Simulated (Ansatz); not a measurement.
# Eu: the cost of one run

Program: Ansatz 0.2.0. Level of theory: DFT, PBE, PAW with Ansatz's default frozen-core files, scalar-relativistic. These are calculated values, not measurements.

## (1) Starting point

The structure is cubic, space group Fm-3m (No. 225). The conventional cell has a = 5.579 Å, b = 5.579 Å, c = 5.579 Å, α = 90.00°, β = 90.00°, γ = 90.00°. Eu (site symmetry m-3m) has 12 Eu at 3.94 Å as nearest neighbours.

As a file:

```
Eu
1.0
     0.00000    2.78930    2.78930
     2.78930    0.00000    2.78930
     2.78930    2.78930    0.00000
Eu
1
Direct
  0.00000 0.00000 0.00000
```

## (2) Free moments from the typed start, PAW

input.yaml

```yaml
crystal:
  lattice:
    - [0.0, 2.7893026914, 2.7893026914]
    - [2.7893026914, 0.0, 2.7893026914]
    - [2.7893026914, 2.7893026914, 0.0]
  atoms:
    - { symbol: Eu, position: [0.0, 0.0, 0.0], spin: 7.0 }
magnetization:
  spin_polarized: true
kpoints:
  mp_grid: { grid: [9, 9, 9] }
scf:
  occupations: { method: fermi_dirac, width: 0.08 }
hamiltonian:
  xc: pbe
  pseudopotentials: { kind: paw }
output:
  forces: true
  stress: true
  eigenvalues: true
  populations: true
```

The run is started by

```sh
> ansatz run input.yaml --threads 1 --pin off --max-ram 3072MiB --backend cpu --events-out ev --progress --plain --runs-dir out
```

What time and memory should one allow on 1 thread of AMD EPYC 7B13 (Zen 3), shared host?

About 3.9 s, with a peak of 0.42 GiB.
